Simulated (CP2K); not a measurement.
SnO2 (Cassiterite):

```
Sn O
1.0
     4.73800    0.00000    0.00000
     0.00000    4.73800    0.00000
     0.00000    0.00000    3.18650
Sn O
2 4
Direct
  0.50000 0.50000 0.50000
  0.00000 0.00000 0.00000
  0.80710 0.19290 0.50000
  0.69290 0.69290 0.00000
  0.19290 0.80710 0.50000
  0.30710 0.30710 0.00000
```

Program: CP2K 2026.2. Alike in all runs: no spin polarisation; cell as given.

Problem. Order these runs on this cell by their pressure, lowest first.
A. level r2SCAN; potentials or basis POTENTIAL_UZH Sn GTH-SCAN-q4, O GTH-SCAN-q6; TZVP-MOLOPT-SCAN-GTH basis; k mesh 6 × 6 × 8; smearing fermi-dirac 0.01 eV; EPS_DEFAULT 1.0E-9; k points reduced by the point group yes; NGRIDS 5; points a segment of the path (NPOINTS) 10; bands added on the path 4
B. level LDA; potentials or basis GTH_POTENTIALS Sn GTH-PADE-q4, O GTH-PADE-q6; TZVP-MOLOPT-PBE-GTH basis; k mesh 6 × 6 × 8; smearing fermi-dirac 0.01 eV; EPS_DEFAULT 1.0E-9; k points reduced by the point group yes; NGRIDS 5; points a segment of the path (NPOINTS) 8; bands added on the path 4
C. level PBE; potentials or basis GTH_POTENTIALS Sn GTH-PBE-q4, O GTH-PBE-q6; DZVP-MOLOPT-SR-GTH basis; k mesh 5 × 5 × 6; smearing fermi-dirac 0.05 eV; EPS_DEFAULT 1.0E-9; NGRIDS 4
D. level PBEsol; potentials or basis POTENTIAL_UZH Sn GTH-PBE-q4, O GTH-PBE-q6; TZVP-MOLOPT-PBE-GTH basis; k mesh 6 × 6 × 8; smearing fermi-dirac 0.05 eV; EPS_DEFAULT 1.0E-10; k points reduced by the point group yes; NGRIDS 4; points a segment of the path (NPOINTS) 10; bands added on the path 2

Solution. A (-15.1 GPa), B (-2.8 GPa), D (12.8 GPa), C (14.3 GPa).

Caveats: the basis of atomic orbitals isn't converged, which shifts pressures, moduli and gaps; the potentials were made for another functional, which shifts forces and pressure (some runs); so large a pressure means that the cell lies far from this level's equilibrium, or that cutoff or potentials fall short (some runs).

Not every run made on this cell is shown here.
